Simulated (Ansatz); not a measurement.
Phonon dispersion of Ag

Computed with DFT PBEsol, scalar-relativistic, plane waves, PAW in Ansatz. Settings: 420 eV plane-wave cutoff, Γ-centred 20×20×20 mesh, Fermi-Dirac smearing of 0.15 eV. No spin polarisation. Phonons by linear response, acoustic sum rule imposed.

Relaxed structure:
```
Ag
1.0
    -1.61270    1.61270    1.61270
     1.61270   -1.61270    1.61270
     1.61270    1.61270   -1.61270
Ag
1
Direct
  0.00000 0.00000 0.00000
```

In a metal, frequencies and elastic constants depend on the k mesh and the smearing, soft modes and shear constants most. Some empty bands missed the eigensolver's threshold. The q mesh is coarse, so values between its points are rough.

Force constants from linear response on a 2×2×2 q mesh.

Question: Is the structure dynamically stable on this mesh?

Answer: No: at q = (0.000, 0.000, -0.500) a mode is imaginary, 25i cm⁻¹.

Question: Give the frequencies (cm⁻¹; i marks imaginary ones) at the irreducible q points, in fractions of the reciprocal vectors.

Answer:
```csv
q,star,frequencies
0.000 0.000 0.000,1,0 0 0
0.000 0.000 -0.500,6,25i 116 178
-0.500 -0.500 -0.500,1,167 167 167
```

This bcc form isn't the element's structure at ambient conditions.

Cost: 1 run of about 0.59 core-minutes, on AMD EPYC 9R45 (Zen 5) (shared hosts).